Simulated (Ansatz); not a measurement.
# NaCl: band gap against volume per atom

All results are calculated (Ansatz 0.2.0). Band levels at named k points (names of the unstrained cell) at fixed atoms, from the valence top (v1 top filled band, c1 lowest empty), gap the least over mesh, points and any path between them, spin-unpolarised plane waves, DDH-PBE0 mixes 1/eps_inf of exact exchange.

Cell of the first row (space group Fm-3m, No. 225):
```
CELL_PARAMETERS angstrom
0.00000 2.69060 2.69060
2.69060 0.00000 2.69060
2.69060 2.69060 0.00000
ATOMIC_POSITIONS crystal
Na 0.00000 0.00000 0.00000
Cl 0.50000 0.50000 0.50000
```

Settings of every row: periodic directions 3; functional PBE; spin orbit no; potentials PAW; wave cutoff 420 eV; k mesh 8x8x8; smearing width 0.02 eV.

Point:
```csv
name,a (fraction of the reciprocal vector),b (fraction of the reciprocal vector),c (fraction of the reciprocal vector)
Gamma,0,0,0
X,0.5,0,0.5
U,0.625,0.25,0.625
K,0.375,0.375,0.75
L,0.5,0.5,0.5
W,0.5,0.25,0.75
```

Limits: semilocal functionals tend to give too small a gap.

```csv
row,volume per atom (Å³),band gap (eV),least direct gap (eV)
1,19.478,5.71,5.71
2,20.093,5.567,5.567
3,20.721,5.431,5.431
4,21.362,5.302,5.302
5,22.016,5.18,5.18
6,22.683,5.064,5.064
7,23.363,?,?
8,24.057,4.849,4.849
9,24.764,4.75,4.75
```

Question: what band gap should row 7 give?

Worked fit of band gap. Take t = volume per atom − 22, in Å³. The shown rows have t = -2.522, -1.907, -1.279, -0.638, 0.016, 0.683, 2.057, 2.764. Least squares give band gap = 5.1824 − 0.18328 × t + 0.00993 × t² eV; a straight line predicts inner rows, each left out in turn, worse (root mean square 0.024 against 0.0021 eV). The rows lie off it by 0.002, -0.001, -0.002, -0.001, 0.001, 0.002, 0.002, -0.002. The withheld row has t = 1.363, so the fit gives 5.1824 − 0.18328 × (1.363) + 0.00993 × (1.363)² = 4.951 eV.

The calculation gave 4.954 eV. The fit lies 0.003 eV (0.31 % of the column's range) below it; its largest miss of a shown row is 0.002 eV.

The other values of row 7: least direct gap 4.954 eV.
